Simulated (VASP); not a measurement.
A run of VASP 6.6.1 is set up as follows.

The input INCAR:

```
SYSTEM = Cl
ALGO     = Normal         ! electronic algorithm
EDIFF    = 1E-7           ! SCF threshold, eV
EDIFFG   = -0.005         ! ionic threshold
ENCUT    = 600            ! plane-wave cutoff, eV
IBRION   = 2              ! ionic algorithm
ISIF     = 3              ! what is computed and relaxed
ISMEAR   = 0              ! smearing method
LASPH    = .TRUE.         ! aspherical terms in the spheres
LCHARG   = .FALSE.        ! write CHGCAR
LREAL    = .FALSE.        ! projectors in reciprocal space
LWAVE    = .FALSE.        ! write WAVECAR
NELM     = 80             ! most SCF steps
NSW      = 90             ! ionic steps
PREC     = Accurate       ! precision mode
PSTRESS  = 11.5         
SIGMA    = 0.03           ! smearing width, eV
```

KPOINTS

```
k-points
0
G
  8 8 4
  0 0 0
```

POSCAR

```
Cl                                      
1.0
    2.9781318282     -1.8454734553      0.0000000000
    2.9781318282      1.8454734553     -0.0000000000
    0.0000000000      0.0000000000      7.7192871217
  Cl            
     4
Direct
     0.8600178482603859    0.1399821517396141    0.1133680293282539
     0.6399821517396141    0.3600178482603860    0.6133680293282541
     0.1399821517396141    0.8600178482603859    0.8866319706717459
     0.3600178482603860    0.6399821517396141    0.3866319706717463
```

Potentials or basis: VASP PAW LDA potentials, release 64 (Cl).

Command:

```sh
$ cat potpaw_LDA.64/Cl/POTCAR > POTCAR
$ mpirun -np 1 vasp_std > vasp.out
```

Q: Predict the band gap on the k mesh.

A: 1.93 eV, indirect (least direct gap 1.97 eV).

Q: Predict the relaxed volume.

A: 21.19 Å³/atom.

Q: Estimate the relaxed cell.

A: a = 3.501 Å, b = 3.501 Å, c = 7.731 Å, α = 90.00°, β = 90.00°, γ = 63.44°.

Final structure:
```
Cl
1.0
     2.97816   -1.84073    0.00000
     2.97816    1.84073    0.00000
     0.00000    0.00000    7.73056
Cl
4
Direct
  0.86017 0.13983 0.11333
  0.63983 0.36017 0.61333
  0.13983 0.86017 0.88667
  0.36017 0.63983 0.38667
```

Caveat: the cell is relaxed towards a set pressure, so the enthalpy falls and the energy may rise. A k mesh can miss the band edges.
